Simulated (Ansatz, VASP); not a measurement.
**Two plane-wave programs on CaO**

File INCAR:

```
SYSTEM = CaO
  PREC = Accurate
  ENCUT = 520
  EDIFF = 1E-6
  ISMEAR = 0
  SIGMA = 0.02
  LREAL = .False.
  LASPH = .True.
  NELM = 100
  ALGO = Normal
  ISIF = 2
  LWAVE = .False.
  LCHARG = .True.
  GGA = PE
  LELF = .True.
  LVHAR = .True.
  NBANDS = 15
```

File KPOINTS:

```
Automatic mesh
0
Gamma
  8 8 8
  0 0 0
```

The input POSCAR:

```
CaO
1.0
    0.0000000000      2.3147281836      2.3147281836
    2.3147281836      0.0000000000      2.3147281836
    2.3147281836      2.3147281836      0.0000000000
Ca O
1 1
Direct
    0.0000000000      0.0000000000      0.0000000000
    0.5000000000      0.5000000000      0.5000000000
```

Input for Ansatz:

```yaml
crystal:
  lattice:
    - [0.0, 2.3147281836, 2.3147281836]
    - [2.3147281836, 0.0, 2.3147281836]
    - [2.3147281836, 2.3147281836, 0.0]
  atoms:
    - { symbol: Ca, position: [0.0, 0.0, 0.0] }
    - { symbol: O, position: [0.5, 0.5, 0.5] }
basis:
  ecutwfc: 420
kpoints:
  mp_grid: { grid: [8, 8, 8] }
hamiltonian:
  xc: pbe
scf:
  occupations: { method: gaussian, width: 0.02 }
output:
  forces: true
  stress: true
  eigenvalues: true
```

Alike in both runs: task single point; functional PBE; k mesh 8 × 8 × 8; occupations gaussian, width 0.02 eV; no spin polarisation.

|  | VASP | Ansatz |
| --- | --- | --- |
| version | VASP 6.6.1 | Ansatz 0.2.0 |
| potentials or method | VASP PAW PBE potentials, release 64 (Ca_sv, O) | scalar-relativistic, plane waves, PAW |
| plane-wave cutoff (eV) | 520 | 420 |
| valence electrons in the cell | 16 | 16 |

|  | VASP | Ansatz | Ansatz less VASP |
| --- | --- | --- | --- |
| gap on the k mesh at the Fermi level (eV) | 3.57 | 3.59 | +0.026 |
| least direct gap on the mesh (eV) | 3.91 | 3.93 | +0.024 |
| pressure (GPa) | 18.8 | 17.8 | -0.98 |

Caveats: so large a pressure means that the cell lies far from this level's equilibrium, or that cutoff or potentials fall short (VASP). A k mesh can miss the band edges.
